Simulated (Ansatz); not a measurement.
The system is Sn.

```
Sn
1.0
    -2.94014    2.94014    1.59930
     2.94014   -2.94014    1.59930
     2.94014    2.94014   -1.59930
Sn
2
Direct
  0.00000 0.00000 0.00000
  0.75000 0.25000 0.50000
```

- Program: Ansatz 0.2.0
- Task: single point
- Functional: PBE
- Potentials or basis: Ansatz PAW
- Cutoff: 420 eV (not typed: the program's choice for these potentials)
- k mesh: 9 × 9 × 9
- Occupations: fermi-dirac, width 0.05 eV
- Spin: no spin polarisation

On this cell: pressure 1.4 GPa; largest force under 0.003 eV/Å; band gap on the k mesh none (metal or under the smearing width).

The same run follows on a disturbed copy (atoms moved at random, drawn with an rms of 0.05 Å):

```
CELL_PARAMETERS angstrom
-2.94014 2.94014 1.59930
2.94014 -2.94014 1.59930
2.94014 2.94014 -1.59930
ATOMIC_POSITIONS crystal
Sn 0.00707 0.99527 0.98770
Sn 0.74919 0.24451 0.49911
```

**Question.** What changes?

**Answer.** The energy (extrapolated to zero smearing) moves by +2.7 meV/atom; pressure 1.5 GPa; largest force 0.192 eV/Å; band gap on the k mesh none (metal or under the smearing width).

Forces on the atoms (eV/Å):
```
Sn   0.186  0.048 -0.006
Sn  -0.186 -0.048  0.006
```

Stress tensor (GPa, compression positive):
```
 1.48 -0.02  0.32
-0.02  1.80 -0.07
 0.32 -0.07  1.08
```
